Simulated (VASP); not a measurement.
# ZnCu (Pm-3m) in VASP: a series of runs

One crystal, ZnCu, is run at these levels: r2SCAN; tasks: single point.

Everything below comes from runs of VASP 6.6.1. Logs are shortened: lines on timing, memory, paths and dates and some standing lists are left out, and cuts for length are marked.

## 1. The crystal as given

Symmetry: Pm-3m, No. 221, cubic system. Conventional cell: a = 2.945 Å, b = 2.945 Å, c = 2.945 Å, α = 90.00°, β = 90.00°, γ = 90.00°. Around Zn (site symmetry m-3m) lie 8 Cu at 2.55 Å. Around Cu (site symmetry m-3m) lie 8 Zn at 2.55 Å.

## 2. Single point, r2SCAN

File INCAR:

```
SYSTEM = ZnCu
PREC     = Accurate       ! precision mode
ENCUT    = 400            ! plane-wave cutoff, eV
EDIFF    = 1E-5           ! SCF threshold, eV
ISMEAR   = -1             ! smearing method
SIGMA    = 0.1            ! smearing width, eV
LREAL    = .FALSE.        ! projectors in reciprocal space
LASPH    = .TRUE.         ! aspherical terms in the spheres
NELM     = 100            ! most SCF steps
ALGO     = Normal         ! electronic algorithm
ISIF     = 2              ! what is computed and relaxed
LWAVE    = .FALSE.        ! write WAVECAR
LCHARG   = .FALSE.        ! write CHGCAR
METAGGA  = R2SCAN         ! meta-GGA
LMIXTAU  = .TRUE.       
ADDGRID  = .FALSE.
```

File KPOINTS:

```
regular mesh
0
G
  8 8 8
  0 0 0
```

File POSCAR:

```
ZnCu
1.0
    2.9450000000      0.0000000000      0.0000000000
    0.0000000000      2.9450000000      0.0000000000
    0.0000000000      0.0000000000      2.9450000000
Zn Cu
1 1
Direct
    0.5128410000      0.4877280000      0.4845920000
   -0.0040920000      0.0326400000      0.0060300000
```

Potentials or basis: VASP PAW PBE potentials, release 64 (Zn, Cu).

On the command line:

```
$ cat potpaw_PBE.64/Zn/POTCAR potpaw_PBE.64/Cu/POTCAR > POTCAR
$ mpirun -np 1 vasp_std > vasp.out
```

OUTCAR:

```text
SYSTEM = ZnCu
   PREC = Accurate
   ENCUT = 400
   EDIFF = 1E-5
   ISMEAR = -1
   LREAL = .FALSE.
   LASPH = .TRUE.
   NELM = 100
   ISIF = 2
   METAGGA = R2SCAN

 Found    260 irreducible k-points:

 Following reciprocal coordinates:
            Coordinates               Weight
  0.000000  0.000000  0.000000      1.000000
  0.125000  0.000000  0.000000      2.000000
  0.000000  0.125000  0.000000      2.000000
  0.000000  0.000000  0.125000      2.000000
  0.250000  0.000000  0.000000      2.000000
  0.000000  0.250000  0.000000      2.000000
   k-points           NKPTS =    260   k-points in BZ     NKDIM =    260   number of bands    NBANDS=     15
   number of dos      NEDOS =    301   number of ions     NIONS =      2
   total plane-waves  NPLWV =   8000
   dimension x,y,z NGX =    20 NGY =   20 NGZ =   20
   dimension x,y,z NGXF=    40 NGYF=   40 NGZF=   40
   ions per type =               1   1
   NGX,Y,Z   is equivalent  to a cutoff of  11.29, 11.29, 11.29 a.u.
   NGXF,Y,Z  is equivalent  to a cutoff of  22.58, 22.58, 22.58 a.u.
 SYSTEM =  ZnCu
   PREC   = accura    normal or accurate (medium, high low for compatibility)
   ISTART =      0    job   : 0-new  1-cont  2-samecut
   ICHARG =      2    charge: 1-file 2-atom 10-const
   ISPIN  =      1    spin polarized calculation?
   LNONCOLLINEAR =      F non collinear calculations
   LSORBIT =      F    spin-orbit coupling
   LASPH  =      T    aspherical Exc in radial PAW
   ENCUT  =  400.0 eV  29.40 Ry    5.42 a.u.   4.80  4.80  4.80*2*pi/ulx,y,z
   NELM   =    100;   NELMIN=  2; NELMDL= -5     # of ELM steps
   EDIFF  = 0.1E-04   stopping-criterion for ELM
   LREAL  =      F    real-space projection
   EDIFFG = 0.1E-03   stopping-criterion for IOM
   NSW    =      0    number of steps for IOM
   IBRION =     -1    ionic relax: 0-MD 1-quasi-New 2-CG
   NFREE  =      0    steps in history (QN), initial steepest desc. (CG)
   ISIF   =      2    stress and relaxation
   ISYM   =      2    0-nonsym 1-usesym 2-fastsym
   POTIM  = 0.5000    time-step for ionic-motion
   TEBEG  =    0.0;   TEEND  =   0.0 temperature during run
   PSTRESS=    0.0 pullay stress
   NELECT =      23.0000    total number of electrons
   NUPDOWN=      -1.0000    fix difference up-down
   EMIN   =  10.00;   EMAX   =-10.00  energy-range for DOS
   EFERMI =   0.00;   METHOD = LEGACY
   ISMEAR =    -1;   SIGMA  =   0.10  broadening in eV -4-tet -1-fermi 0-gaus
   EFERMI_NEDOS =   21; number of points for ismear=-14 and -15
   IALGO  =     38    algorithm
   IMIX   =      4    mixing-type and parameters
     AMIX     =   0.40;   BMIX     =  1.00
     AMIX_MAG =   1.60;   BMIX_MAG =  1.00
  volume/ion in A,a.u.               =      12.77        86.18
  Fermi-wavevector in a.u.,A,eV,Ry     =   1.580880  2.987429 34.003415  2.499180
  Thomas-Fermi vector in A             =   2.681040
   LORBIT       =      0    0 simple, 1 ext, 2 COOP (PROOUT), +10 PAW based schemes
   METAGGA = R2SCAN    functional components
   LHFCALC =     F    Hartree Fock is set to
   AEXX    =    0.0000 exact exchange contribution
   IVDW    =     0    specifies the selected vdW correction
   LEPSILON=     F    determine dielectric tensor
   LRPA    =     F    only Hartree local field effects (RPA)
 non-spin polarized calculation
  energy-cutoff  :      400.00
  volume of cell :       25.54
 maximum number of plane-waves:       480
   NGX =  9   NGY =  9   NGZ =  9

 number of electron      23.0000031 magnetization

 Free energy of the ion-electron system (eV)
  ---------------------------------------------------
  ext. energy  EPLUGINS =         0.00000000
  ---------------------------------------------------
  free energy    TOTEN  =       -19.89293537 eV

  energy without entropy =      -19.87404966  energy(sigma->0) =      -19.88349252

 E-fermi :   5.1607     XC(G=0): -13.5160

 val. band max:        5.0107731653   @ k =   0.1250  -0.3750  -0.2500
 cond. band min:       5.1924660587   @ k =  -0.3750  -0.1250   0.3750
 fundamental gap:      0.1816928933
 Fermi energy:         5.1607161178

 k-point     1 :       0.0000    0.0000    0.0000
  band No.  band energies     occupation
      1      -5.3888      2.00000
      2      -2.8111      2.00000
      3      -2.7981      2.00000
      4      -2.0907      2.00000
      5      -2.0658      2.00000
      6      -2.0632      2.00000
      7       1.6123      2.00000
      8       1.6306      2.00000
      9       2.5155      2.00000
     10       2.5158      2.00000
     11       2.5228      2.00000
     12      12.0049      0.00000
     13      12.0139      0.00000
     14      12.0919      0.00000
     15      16.8189      0.00000

 k-point     2 :       0.1250    0.0000    0.0000
  band No.  band energies     occupation
      1      -5.0948      2.00000
      2      -2.7709      2.00000
      3      -2.7456      2.00000
      4      -2.1134      2.00000
      5      -2.0906      2.00000
      6      -2.0577      2.00000
      7       1.6027      2.00000
      8       1.6501      2.00000
      9       2.4305      2.00000
     10       2.4320      2.00000
     11       2.5095      2.00000
     12       9.6992      0.00000
     13      12.4522      0.00000
     14      12.5212      0.00000
     15      16.9904      0.00000

 k-point     3 :       0.0000    0.1250    0.0000
  band No.  band energies     occupation
      1      -5.0959      2.00000
      2      -2.7790      2.00000
      3      -2.7369      2.00000
      4      -2.1040      2.00000
      5      -2.0918      2.00000
      6      -2.0642      2.00000
      7       1.6165      2.00000
      8       1.6362      2.00000
      9       2.4267      2.00000
     10       2.4274      2.00000
     11       2.5126      2.00000
     12       9.7426      0.00000
     13      12.4417      0.00000
     14      12.4494      0.00000
     15      17.0354      0.00000

 k-point     4 :       0.0000    0.0000    0.1250
  band No.  band energies     occupation
      1      -5.0949      2.00000
      2      -2.7723      2.00000
      3      -2.7442      2.00000
      4      -2.1122      2.00000
      5      -2.0916      2.00000
      6      -2.0577      2.00000
      7       1.6035      2.00000
      8       1.6493      2.00000
      9       2.4301      2.00000
     10       2.4315      2.00000
     11       2.5099      2.00000
     12       9.7036      0.00000
     13      12.4444      0.00000
     14      12.5209      0.00000
     15      16.9942      0.00000

 k-point     5 :       0.2500    0.0000    0.0000
  band No.  band energies     occupation
      1      -4.2520      2.00000
      2      -2.6944      2.00000
      3      -2.5672      2.00000
      4      -2.1720      2.00000
      5      -2.1554      2.00000
      6      -2.0343      2.00000
      7       1.5739      2.00000
      8       1.6380      2.00000
      9       2.2282      2.00000
     10       2.2428      2.00000
     11       2.4917      2.00000
     12       6.4245      0.00001
     13      13.6894      0.00000
     14      13.7331      0.00000
     15      17.4834      0.00000

 k-point     6 :       0.0000    0.2500    0.0000
  band No.  band energies     occupation
      1      -4.2575      2.00000
      2      -2.7003      2.00000
      3      -2.5579      2.00000
      4      -2.1610      2.00000
      5      -2.1543      2.00000
      6      -2.0407      2.00000
      7       1.5819      2.00000
      8       1.6296      2.00000
      9       2.2256      2.00000
     10       2.2293      2.00000
     11       2.4903      2.00000
     12       6.4526      0.00000
     13      13.6731      0.00000
     14      13.6780      0.00000
     15      17.5306      0.00000

 [... further k-points ...]

------------------------ aborting loop because EDIFF is reached ----------------------------------------

  FORCE on cell =-STRESS in cart. coord.  units (eV):
  Direction    XX          YY          ZZ          XY          YZ          ZX
  --------------------------------------------------------------------------------------
  -------------------------------------------------------------------------------------
  Total       -0.2377575     -0.3621120     -0.2391440     -0.1142238      0.1429910     -0.0581803
  in kB      -14.9138184    -22.7142089    -15.0007900     -7.1649216      8.9693987     -3.6494764
  external PRESSURE =     -17.5429391 kB  Pullay stress =       0.0000000 kB

 VOLUME and BASIS-vectors are now :
 -----------------------------------------------------------------------------
  energy-cutoff  :      400.00
  volume of cell :       25.54
      direct lattice vectors                 reciprocal lattice vectors
     2.945000000  0.000000000  0.000000000     0.339558574  0.000000000  0.000000000
     0.000000000  2.945000000  0.000000000     0.000000000  0.339558574  0.000000000
     0.000000000  0.000000000  2.945000000     0.000000000  0.000000000  0.339558574

 POSITION                                       TOTAL-FORCE (eV/Angst)
 -----------------------------------------------------------------------------------
      1.51032      1.43636      1.42712        -0.260441      0.634438      0.335021
      2.93295      0.09612      0.01776         0.260441     -0.634438     -0.335021
 -----------------------------------------------------------------------------------
    total drift:                                0.009648     -0.016754      0.010246

  FREE ENERGIE OF THE ION-ELECTRON SYSTEM (eV)
  ---------------------------------------------------
  free  energy   TOTEN  =       -19.8929353740 eV

  energy  without entropy=      -19.8740496570  energy(sigma->0) =      -19.88349252
```

It took 3.1 min on 1 thread of Intel Xeon Platinum 8259CL at 2.50GHz (Skylake/Cascade Lake), shared host; peak memory 0.19 GiB.

The run converged, but some of its settings lie outside the range that counts as converged, so its numbers aren't taken as properties of the crystal.

Results:

| Property | Result |
| --- | --- |
| Free energy | -19.8929 eV |
| Pressure | -1.8 GPa |
| Largest force | 0.763 eV/Å |
| Band gap on the k mesh | none (metal or under the smearing width) |

Caveat: the PAW data sets were made with another functional, which shifts forces and pressure a little.

## 3. Single point, r2SCAN

INCAR, as its differences from that of step 2:

```diff
@@ -3,3 +3,3 @@
 ENCUT    = 400            ! plane-wave cutoff, eV
-EDIFF    = 1E-5           ! SCF threshold, eV
+EDIFF    = 1E-6           ! SCF threshold, eV
 ISMEAR   = -1             ! smearing method
@@ -15,2 +15,2 @@
 LMIXTAU  = .TRUE.       
-ADDGRID  = .FALSE.
+ADDGRID  = .TRUE.
```

KPOINTS is that of step 2.

File POSCAR:

```
ZnCu
1.0
    2.9450000000      0.0000000000      0.0000000000
    0.0000000000      2.9450000000      0.0000000000
    0.0000000000      0.0000000000      2.9450000000
Zn Cu
1 1
Direct
    0.5000000000      0.5000000000      0.5000000000
    0.0000000000      0.0000000000      0.0000000000
```

Potentials or basis: VASP PAW PBE potentials, release 64 (Zn, Cu).

On the command line:

```
$ cat potpaw_PBE.64/Zn/POTCAR potpaw_PBE.64/Cu/POTCAR > POTCAR
$ mpirun -np 1 vasp_std > vasp.out
```

It took 38 s on 1 thread of Intel Xeon Platinum 8259CL at 2.50GHz (Skylake/Cascade Lake), shared host; peak memory 0.16 GiB.

The run converged, but some of its settings lie outside the range that counts as converged, so its numbers aren't taken as properties of the crystal.

What came out:

* Free energy: -19.9518 eV
* Pressure: -3.4 GPa
* Band gap on the k mesh: none (metal or under the smearing width)

Caveat: the PAW data sets were made with another functional, which shifts forces and pressure a little.

## 4. Single point, r2SCAN

INCAR is that of step 3.

KPOINTS is that of step 3.

File POSCAR:

```
ZnCu
1.0
    2.9450000000      0.0000000000      0.0000000000
    0.0000000000      2.9450000000      0.0000000000
    0.0000000000      0.0000000000      2.9450000000
Zn Cu
1 1
Direct
    0.5128410000      0.4877280000      0.4845920000
   -0.0040920000      0.0326400000      0.0060300000
```

On the command line:

```
$ cat potpaw_PBE.64/Zn/POTCAR potpaw_PBE.64/Cu/POTCAR > POTCAR
$ mpirun -np 1 vasp_std > vasp.out
```

Wall time 3.4 min (1 thread of Intel Xeon Platinum 8259CL at 2.50GHz (Skylake/Cascade Lake), shared host); peak memory 0.22 GiB.

The run converged, but some of its settings lie outside the range that counts as converged, so its numbers aren't taken as properties of the crystal.

What came out:

```
Free energy            : -19.8933 eV
Pressure               : -2.2 GPa
Largest force          : 0.766 eV/Å
Band gap on the k mesh : none (metal or under the smearing width)
```

Caveat: the PAW data sets were made with another functional, which shifts forces and pressure a little.
